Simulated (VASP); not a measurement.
The system is NiO.

```xyz
2
Lattice="0.0000 2.0859 2.0859 2.0859 0.0000 2.0859 2.0859 2.0859 0.0000" Properties=species:S:1:pos:R:3 pbc="T T T"
Ni    0.0000    0.0000    0.0000
O     2.0859    2.0859    2.0859
```

Program: VASP 6.6.1. Alike in all runs: potentials or basis VASP PAW PBE potentials, release 64 (Ni, O); spin collinear, ferromagnetic start; cell as given; k mesh 11 × 11 × 11; cutoff (eV) 520.

Task: Order these runs on this cell by their band gap on the k mesh, lowest first.
A. level LMBJ; smearing fermi-dirac 0.05 eV
B. level rSCAN; smearing fermi-dirac 0.05 eV
C. level PBE; smearing gaussian 0.02 eV
D. level LAK; smearing fermi-dirac 0.05 eV
E. level SCAN; smearing fermi-dirac 0.05 eV

Result: C (metal), B (0.66 eV), E (0.92 eV), D (1.14 eV), A (3.49 eV).

Caveats: a cell with one magnetic atom can't hold antiferromagnetic order, which such compounds often take; semilocal functionals often make such compounds metallic where correlation or magnetic order opens a gap, which also shifts bond lengths (some runs); the mesh misses the band edges, which the band path finds closer together (some runs).

Not every run made on this cell is shown here.
